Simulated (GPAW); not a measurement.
# Fitting the C09-vdW energy curve of InAs

Symmetry: F-43m, No. 216, cubic system. The conventional cell has a = 6.036 Å, b = 6.036 Å, c = 6.036 Å, α = 90.00°, β = 90.00°, γ = 90.00°. In (site symmetry -43m) has 4 As at 2.61 Å as nearest neighbours. As (site symmetry -43m) has 4 In at 2.61 Å as nearest neighbours.

The cell was scaled at fixed shape and fractions and run with GPAW, GPAW PAW data sets (gpaw-data 1.2.1), cutoff 600 eV; C09-vdW, k mesh 6 × 6 × 6 on the cell of 2 atoms, fermi-dirac occupations of 0.05 eV, no spin polarisation, no spin-orbit coupling. The potentials were made for PBE. Energies are those that the program minimises, any entropy of the smearing included. For a metal such a mesh isn't converged to the digits shown.

| V (Å³/atom) | energy over the lowest row (meV/atom) |
| --- | --- |
| 25.8396 | 51.77 |
| 26.3894 | 31.40 |
| 26.9391 | 16.56 |
| 27.4889 | 6.64 |
| 28.0387 | ? |
| 28.5885 | 0.00 |
| 29.1383 | 2.11 |

Q: Fit the third-order Birch-Murnaghan form, give V0, B0 and B′, and predict the energy left open.

A: With y = (V0/V)^(2/3), E = E0 + (9 V0 B0/16) [(y - 1)³ B′ + (y - 1)² (6 - 4y)]. Least squares through the rows shown give V0 = 28.5167 Å³/atom, E0 = -0.09 meV, B0 = 54.73 GPa (1 eV/Å³ = 160.218 GPa) and B′ = 4.76, with a largest miss of 0.06 meV. At V = 28.0387 the form with these constants gives 1.32 meV; the run gave 1.30 meV an atom. The runs are for a static lattice.
